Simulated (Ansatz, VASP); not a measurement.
# BiTe: VASP beside Ansatz

```
CELL_PARAMETERS angstrom
2.42271 1.39875 3.31729
-2.42271 1.39875 3.31729
0.00000 -2.79750 3.31729
ATOMIC_POSITIONS crystal
Bi 0.50000 0.50000 0.50000
Te 0.00000 0.00000 0.00000
```

The cell comes from a database or a generator and needn't be the stable form of this composition.

Alike in both runs: task single point; functional LDA; k mesh 12 × 12 × 12; occupations gaussian, width 0.15 eV; collinear spin.

```csv
,VASP,Ansatz
version,VASP 6.6.1,Ansatz 0.2.0
potentials or method,"VASP PAW LDA potentials, release 64 (Bi_d, Te)","scalar-relativistic, plane waves, PAW"
plane-wave cutoff (eV),520,420
valence electrons in the cell,21,31
```

Ansatz gave:

| Quantity | Value |
| --- | --- |
| gap on the k mesh at the Fermi level (eV) | none |
| pressure (GPa) | -3.6 |
| largest component of the traceless stress (GPa) | 0.44 |
| net moment per atom (μB) | 0.00 |

Estimate VASP's values.

gap on the k mesh at the Fermi level (eV): none; pressure (GPa): -3.5; largest component of the traceless stress (GPa): 0.41; net moment per atom (μB): 0.00.

A gap of «none» marks a metal or a gap that the smearing closes. The two sets of potentials don't hold the same shells in valence. Ansatz warned: «seeded_moment_not_kept».

Caveats: spin-orbit coupling is left out, which moves the levels of the heavy elements.
